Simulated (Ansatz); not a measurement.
CsPbCl3:

```xyz
5
Lattice="5.6050 0.0000 0.0000 0.0000 5.6050 0.0000 0.0000 0.0000 5.6050" Properties=species:S:1:pos:R:3 pbc="T T T"
Pb    2.8025    2.8025    2.8025
Cs    0.0000    0.0000    0.0000
Cl    2.8025    0.0000    2.8025
Cl    0.0000    2.8025    2.8025
Cl    2.8025    2.8025    0.0000
```

```yaml
Program: Ansatz 0.2.0
Task: relaxation of cell and atoms
Functional: RPBE
Dispersion: D3(BJ)
Potentials_or_basis: Ansatz PAW
Cutoff: "420 eV (not typed: the program's choice for these potentials)"
k_mesh: 5 × 5 × 5
Occupations: fermi-dirac, width 0.05 eV
Spin: no spin polarisation
```

At the start: volume 35.22 Å³/atom.

Where does the relaxation end?

It ends after 5 steps and the volume is 31.43 Å³/atom (-10.7 %); space group Pm-3m (No. 221, to 0.05 Å).

The path:
```csv
step,energy change (eV),largest force (eV/Å),volume (Å³)
1,0.0000,0.0000,176.09
2,-0.1633,0.0000,163.59
3,-0.1876,0.0000,155.57
4,-0.1890,0.0000,157.17
5,-0.1884,0.0000,157.17
```

Final structure:
```
Pb Cs Cl
1.0
     5.39662    0.00000    0.00000
     0.00000    5.39662    0.00000
     0.00000    0.00000    5.39662
Pb Cs Cl
1 1 3
Direct
  0.50000 0.50000 0.50000
  0.00000 0.00000 0.00000
  0.50000 0.00000 0.50000
  0.00000 0.50000 0.50000
  0.50000 0.50000 0.00000
```

Caveat: the plane-wave basis is chosen anew once the cell has moved, so the energies of steps on either side of that aren't comparable; the volume moved by -11 % from the deposited cell, more than functionals usually miss; the PAW data sets come from PBE, with cores solved anew for the run's functional, which leaves a small shift of forces and pressure.
